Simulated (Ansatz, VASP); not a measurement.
Mg in VASP and in Ansatz

```
Mg
1.0
     2.87859    0.00000    0.00000
    -1.43929    2.49293    0.00000
     0.00000    0.00000    2.79189
Mg
1
Direct
  0.00000 0.00000 0.00000
```

Change from the starting cell: volume scaled by 0.78, LAPW.

Alike in both runs: task single point; functional PBE; k mesh 14 × 14 × 13; occupations fermi-dirac, width 0.1 eV; no spin polarisation.

```csv
,VASP,Ansatz
version,VASP 6.6.1,Ansatz 0.2.0
potentials or method,"VASP PAW PBE potentials, release 64 (Mg), cutoff 520 eV","all-electron LAPW, scalar-relativistic"
```

|  | VASP | Ansatz | Ansatz less VASP |
| --- | --- | --- | --- |
| pressure (GPa) | 10.5 | 10.5 | +0.02 |

Ansatz ran all-electron here, so the differences hold the error of VASP's frozen core and of both bases.
